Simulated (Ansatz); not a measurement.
## NiO in Ansatz: the effect of functional

NiO:

```
Ni O
1.0
     0.00000    2.11335    2.11335
     2.11335    0.00000    2.11335
     2.11335    2.11335    0.00000
Ni O
1 1
Direct
  0.00000 0.00000 0.00000
  0.50000 0.50000 0.50000
```

The cell isn't the ideal one: volume scaled by 1.04.

Alike in all runs:

| Item | Value |
| --- | --- |
| Program | Ansatz 0.2.0 |
| Task | single point |
| Potentials or basis | Ansatz PAW |
| k mesh | 11 × 11 × 11 |
| Occupations | fermi-dirac, width 0.05 eV |
| Spin | collinear spin, ferromagnetic start |
| Starting moments | [1.0, 0.0] μB |

**Question.** One run gave: gap on the mesh 0.95 eV; pressure -5.5 GPa; moment 2.00 μB. Which functional did it use?
A. LDA
B. PBE
C. r2SCAN

**Answer.** C.

```tsv
functional	cutoff	gap on the mesh (eV)	pressure (GPa)	moment (μB)
LDA	420 eV (not typed: the program's choice for these potentials)	none	-25.7	0.30
r2SCAN	500 eV (not typed: the program's choice for these potentials)	0.95	-5.5	2.00
PBE	420 eV (not typed: the program's choice for these potentials)	none	-1.2	1.82
```

Caveats: semilocal functionals often make such compounds metallic where correlation or magnetic order opens a gap, which also shifts bond lengths (some runs); the PAW data sets come from PBE, with cores solved anew for the run's functional, which leaves a small shift of forces and pressure (some runs); a cell with one magnetic atom can't hold antiferromagnetic order, which such compounds often take (some runs); the magnetic or orbital state may not be the lowest (some runs); odd divisions of the mesh miss points on the zone boundary, where band edges often lie, so the gap on the mesh can be too wide (some runs).

A k mesh can miss the band edges.

A gap of «none» marks a metal or a gap under the smearing width.
